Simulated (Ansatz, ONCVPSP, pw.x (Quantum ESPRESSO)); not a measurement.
## tungsten (W): does the ONCV potential hold in the solid?

| Property | Result |
| --- | --- |
| Element | W (Z = 74) |
| Generator | ONCVPSP 4.0.1.1 (patched build) |
| Type | optimised norm-conserving Vanderbilt (ONCV) |
| Functional | PBE |
| Relativity | scalar-relativistic |
| Frozen core | [Kr] 4d10 4f14 |
| Valence charge | 14 |
| Reference configuration | 5s2 5p6 5d4 6s2 |
| Partial waves | 5s+6s: rc 1.60 bohr, ncon 4, nbas 7, qcut 9.5 1/bohr, 3 projectors, debl 1.4 Ha; 5p: rc 1.45 bohr, ncon 4, nbas 7, qcut 8.6 1/bohr, 2 projectors, debl 2.3 Ha; 5d: rc 2.20 bohr, ncon 3, nbas 8, qcut 6.2 1/bohr, 3 projectors, debl 2.8 Ha |
| Local potential | polynomial inside 1.25 bohr (lpopt 3, dvloc0 0 Ha) |
| Core correction | polynomial model core, fcfact 0.2 |

Atomic tests: cutoffs needed: 28 Ha and 34 Ha (the cutoffs (Ha) at which the residual kinetic energy of the hardest occupied pseudo-wave falls to 1 and 0.1 mHa per electron); ghost test: no bound ghost flagged; GHOST(+) flagged for s at 544.2 eV; largest excitation error: -288 meV (all-electron minus pseudo) for 5s1 5p6 5d4 6s2, out of 4 test configurations.

Crystal test: fcc W in pw.x 7.5, no spin, 14³ k-points, Fermi–Dirac smearing 0.01 Ry, cutoffs 80/320 Ry. The reference is all-electron LAPW (Ansatz 0.2.0) with the same functional, mesh and smearing; V0 and B0 come from Birch–Murnaghan fits to the pressures at five volumes. Errors are pseudo minus all-electron; Δ is the rms difference of the E(V) curves that follow from these fits, minima aligned, over ±6 % about the mean V0. Mesh and smearing are coarse, so the numbers serve the comparison and aren't converged zero-temperature values; the lattice is a test structure that the element need not adopt.

All-electron: a0 = 4.039 Å (V0 = 16.47 Å³/atom), B0 = 280.9 GPa.

Question: How far does the potential miss the all-electron equation of state?

Answer: mean pressure error (GPa): -3.19; a0 (Å): 4.024; a0 error (%): -0.38; B0 error (%): +0.4; Δ (meV/atom): 11.6.

| V (Å³/atom) | P all-electron (GPa) | P pseudo (GPa) |
| --- | --- | --- |
| 15.654 | 15.90 | 12.10 |
| 16.066 | 7.42 | 3.96 |
| 16.478 | -0.06 | -3.22 |
| 16.890 | -6.66 | -9.54 |
| 17.302 | -12.47 | -15.10 |

Question: At the middle volume, how do free energy and pressure move when the wave cutoff is lowered (ecutrho kept at four times it)?

Answer:

```
cutoff (Ry)  shift of F (meV/atom)  shift of P (GPa)
         36                +5761.4           -162.14
         48                +1069.5            -53.17
         64                  +44.7             -4.63
```

The run at the middle volume (104 k-points, 7 iterations) took about 32 s on one core of a shared host (Neoverse-N1, 64 threads, 124 GiB, load 53).
